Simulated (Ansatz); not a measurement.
# (10−10) slab of wurtzite ZnS, 10.9 Å thick as cut, bare faces

Ansatz, PAW, plane waves, no spin–orbit coupling unless named; atoms relaxed with PBEsol, the curve by HSE06. The curve holds the local part of the PAW potentials, so its shape inside matter depends on the files.

```
Zn S
1.0
     0.00000    0.00000    6.20764
     3.78225    0.00000    0.00000
     0.00000   23.91841    0.00000
Zn S
8 8
Direct
  0.98472 0.00095 0.31272
  0.99091 0.50035 0.45276
  0.99436 0.00067 0.58912
  0.04911 0.50078 0.70640
  0.54897 0.50021 0.29351
  0.49440 0.00061 0.41075
  0.49079 0.50073 0.54712
  0.48490 0.00077 0.68716
  0.36764 0.00050 0.31798
  0.36614 0.50055 0.45534
  0.36863 0.00064 0.59294
  0.38540 0.50084 0.73498
  0.88523 0.50107 0.26490
  0.86865 0.00052 0.40695
  0.86608 0.50063 0.54453
  0.86782 0.00080 0.68190
```

Planar mean of the electrostatic potential energy along the normal, from the vacuum level:

z (Å), v (eV) and a bar:
```
     0.00       0.00 ##############################
     0.30       0.00 ##############################
     0.75       0.00 ##############################
     1.05       0.00 ##############################
     1.35       0.00 ##############################
     1.64       0.00 ##############################
     2.09       0.00 ##############################
     2.39       0.00 ##############################
     2.69       0.00 ##############################
     2.99       0.00 ##############################
     3.44       0.00 ##############################
     3.74      -0.01 ##############################
     4.04      -0.02 ##############################
     4.48      -0.08 ##############################
     4.78      -0.20 ##############################
     5.08      -0.49 #############################
     5.38      -1.21 ###########################
     5.83      -4.30 #####################
     6.13      -6.48 ################
     6.43      -8.82 ###########
     6.73     -11.33 ######
     7.18     -14.06 
     7.47     -13.79 #
     7.77     -11.50 ######
     8.22      -6.09 #################
     8.52      -3.42 #######################
     8.82      -3.35 #######################
     9.12      -5.91 ##################
     9.57     -10.28 ########
     9.87     -11.52 ######
    10.17     -12.39 ####
    10.46     -12.42 ####
    10.91     -11.09 #######
    11.21      -9.29 ##########
    11.51      -6.01 #################
    11.96      -3.11 #######################
    12.26      -4.39 #####################
    12.56      -7.83 #############
    12.86     -10.39 ########
    13.30     -12.03 #####
    13.60     -12.57 ###
    13.90     -11.96 #####
    14.20     -11.01 #######
    14.65      -7.65 ##############
    14.95      -4.26 #####################
    15.25      -3.13 #######################
    15.55      -4.41 #####################
    16.00      -9.87 #########
    16.29     -12.88 ###
    16.59     -14.21 
    17.04     -12.48 ####
    17.34     -10.02 #########
    17.64      -7.61 ##############
    17.94      -5.42 ###################
    18.39      -1.92 ##########################
    18.69      -0.77 ############################
    18.99      -0.31 #############################
    19.28      -0.12 ##############################
    19.73      -0.03 ##############################
    20.03      -0.01 ##############################
    20.33      -0.01 ##############################
    20.78       0.00 ##############################
    21.08       0.00 ##############################
    21.38       0.00 ##############################
    21.68       0.00 ##############################
    22.12       0.00 ##############################
    22.42       0.00 ##############################
    22.72       0.00 ##############################
    23.02       0.00 ##############################
    23.47       0.00 ##############################
    23.77       0.00 ##############################
```

(1) How far below the vacuum level do the top filled and the lowest empty level lie, by each functional?

Results:

(1) PBEsol: 5.97 and 3.74 eV (gap 2.23 eV, a 4×6×1 mesh); HSE06: 6.65 and 3.15 eV (gap 3.50 eV, a 3×4×1 mesh). Either level can be a surface state and not a band edge of the crystal.
